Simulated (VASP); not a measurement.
A run of VASP 6.6.1 is set up as follows.

Contents of INCAR:

```
SYSTEM = H5CN
PREC     = Accurate       ! precision mode
ENCUT    = 400            ! plane-wave cutoff, eV
EDIFF    = 1E-7           ! SCF threshold, eV
ISMEAR   = 0              ! smearing method
SIGMA    = 0.005          ! smearing width, eV
LREAL    = .False.        ! projectors in reciprocal space
LASPH    = .True.         ! aspherical terms in the spheres
NELM     = 100            ! most SCF steps
ALGO     = Fast           ! electronic algorithm
ISIF     = 2              ! what is computed and relaxed
LWAVE    = .False.        ! write WAVECAR
LCHARG   = .False.        ! write CHGCAR
GGA      = MK             ! functional
LUSE_VDW = .True.       
AGGAC    = 0.0          
PARAM1   = 0.1234       
PARAM2   = 1.0          
ISYM     = 0
```

File KPOINTS:

```
Automatic mesh
0
Gamma
  1 1 1
  0 0 0
```

POSCAR

```
H5CN
1.0
   13.1061477206      0.0000000000      0.0000000000
    0.0000000000     13.6061477206      0.0000000000
    0.0000000000      0.0000000000     14.1061477206
N C H
1 1 5
Direct
    0.5234000000      0.4892000000      0.5599000000
    0.4934000000      0.4993000000      0.4602000000
    0.5783000000      0.5396000000      0.5764000000
    0.4629000000      0.5043000000      0.6031000000
    0.4342000000      0.4448000000      0.4438000000
    0.4640000000      0.5724000000      0.4396000000
    0.5593000000      0.4827000000      0.4149000000
```

Potentials or basis: VASP PAW PBE potentials, release 64 (N, C, H).

Command:

```sh
$ cat potpaw_PBE.64/N/POTCAR potpaw_PBE.64/C/POTCAR potpaw_PBE.64/H/POTCAR > POTCAR
$ mpirun -np 4 vasp_gam > vasp.out
```

Question: Estimate the gap between the frontier levels.

Answer: 4.54 eV.

Question: What does it give for the largest force?

Answer: 0.153 eV/Å.

Forces on the atoms (eV/Å):
```
N   -0.012 -0.055 -0.107
C    0.021 -0.030  0.057
H    0.126  0.077  0.039
H   -0.114  0.000  0.094
H   -0.073 -0.073 -0.014
H   -0.035  0.102 -0.014
H    0.086 -0.022 -0.055
```

Caveat: the PAW data sets were made with another functional, which shifts forces and pressure a little.
